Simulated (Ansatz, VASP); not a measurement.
# MnO in VASP and in Ansatz

File INCAR:

```
PREC     = Accurate       # precision mode
ENCUT    = 520            # plane-wave cutoff, eV
EDIFF    = 1E-6           # SCF threshold, eV
ISMEAR   = 0              # smearing method
SIGMA    = 0.022          # smearing width, eV
LREAL    = F              # projectors in reciprocal space
LASPH    = T              # aspherical terms in the spheres
NELM     = 150            # most SCF steps
ALGO     = Normal         # electronic algorithm
ISIF     = 2              # what is computed and relaxed
LWAVE    = F              # write WAVECAR
LCHARG   = F              # write CHGCAR
ISPIN    = 2              # spin polarisation
MAGMOM   = 4 0            # initial moments
LORBIT   = 11             # projections on sites
LMAXMIX  = 4              # l up to which the mixer works
GGA      = PE             # functional
NBANDS   = 20             # bands
```

The input KPOINTS:

```
regular mesh
0
Gamma
  10 10 10
```

File POSCAR:

```
MnO
1.0
    0.0000000000      2.2239077028      2.2239077028
    2.2239077028      0.0000000000      2.2239077028
    2.2239077028      2.2239077028      0.0000000000
Mn O
1 1
Direct
    0.0000000000      0.0000000000      0.0000000000
    0.5000000000      0.5000000000      0.5000000000
```

File input.yaml:

```yaml
crystal:
  lattice:
    - [0.0, 2.2239077028, 2.2239077028]
    - [2.2239077028, 0.0, 2.2239077028]
    - [2.2239077028, 2.2239077028, 0.0]
  atoms:
    - { symbol: Mn, position: [0.0, 0.0, 0.0], spin: 4.0 }
    - { symbol: O, position: [0.5, 0.5, 0.5] }
kpoints:
  mp_grid: { grid: [10, 10, 10] }
scf:
  occupations: { method: gaussian, width: 0.022 }
hamiltonian:
  xc: pbe
  pseudopotentials: { kind: all_electron, lapw: { basis_error: 0.001 } }
magnetization:
  spin_polarized: true
output:
  forces: true
  stress: true
  eigenvalues: true
```

The cell is a database's computed one.

Alike in both runs: task single point; functional PBE; k mesh 10 × 10 × 10; occupations gaussian, width 0.022 eV; collinear spin.

|  | VASP | Ansatz |
| --- | --- | --- |
| version | VASP 6.6.1 | Ansatz 0.2.0 |
| potentials or method | VASP PAW PBE potentials, release 64 (Mn_pv, O) | all-electron LAPW, scalar-relativistic |
| plane-wave cutoff (eV) | 520 | see its input |

Ansatz gave:

| Quantity | Value |
| --- | --- |
| gap on the k mesh at the Fermi level (eV) | none |
| pressure (GPa) | 0.2 |
| net moment per atom (μB) | 2.40 |
| size of the moment on the site where the two differ most (μB) | 0.24 |

**Question.** What did VASP give for the same quantities?

**Answer.** gap on the k mesh at the Fermi level (eV): none; pressure (GPa): 0.4; net moment per atom (μB): 2.40; size of the moment on the site where the two differ most (μB): 0.21.

Site moments also hang on the region over which each program counts them. A gap of «none» marks a metal or a gap that the smearing closes. Ansatz ran all-electron here, so the differences hold the error of VASP's frozen core and of both bases.

Caveats: a cell with one magnetic atom can't hold antiferromagnetic order, which such compounds often take; semilocal functionals often make such compounds metallic where correlation or magnetic order opens a gap, which also shifts bond lengths.
